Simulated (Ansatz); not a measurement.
Crystal: CoO.

```
CELL_PARAMETERS angstrom
-1.50800 1.50800 2.10725
1.50800 -1.50800 2.10725
1.50800 1.50800 -2.10725
ATOMIC_POSITIONS crystal
Co 0.00000 0.00000 0.00000
O 0.50000 0.50000 0.00000
```

```yaml
Program: Ansatz 0.2.0
Task: relaxation of cell and atoms
Functional: revPBE
Potentials_or_basis: Ansatz PAW
Cutoff: "420 eV (not typed: the program's choice for these potentials)"
k_mesh: 9 × 9 × 9
Occupations: fermi-dirac, width 0.05 eV
Spin: collinear spin, ferromagnetic start
Starting_moments: "[2.0, 0.0] μB"
```

At the start: volume 9.58 Å³/atom.

Problem. Where does the relaxation end?

Solution. It ends after 11 steps and the volume is 9.91 Å³/atom (+3.4 %); space group I4/mmm (No. 139, to 0.05 Å); moment 2.94 μB per cell.

Step by step:
```
step  energy change (eV)  largest force (eV/Å)  volume (Å³)
   1              0.0000                0.0000        19.17
   2             -0.0038                0.0000        19.41
   3             -0.0044                0.0000        19.65
   4             -0.0044                0.0000        19.65
   5             -0.0057                0.0000        19.66
   6             -0.0056                0.0000        19.74
   7             -0.0056                0.0000        19.75
   8             -0.0095                0.0000        19.75
   9             -0.0095                0.0000        19.82
  10             -0.0094                0.0000        19.83
  11             -0.0097                0.0000        19.83
```

Final structure:
```
Co O
1.0
    -1.55568    1.55568    2.04818
     1.55568   -1.55568    2.04818
     1.55568    1.55568   -2.04818
Co O
1 1
Direct
  0.00000 0.00000 0.00000
  0.50000 0.50000 0.00000
```

Caveat: the plane-wave basis is chosen anew once the cell has moved, so the energies of steps on either side of that aren't comparable; the pressure holds a Pulay correction of +0.7 GPa for the finite cutoff; a cell with one magnetic atom can't hold antiferromagnetic order, which such compounds often take; the PAW data sets come from PBE, with cores solved anew for the run's functional, which leaves a small shift of forces and pressure.
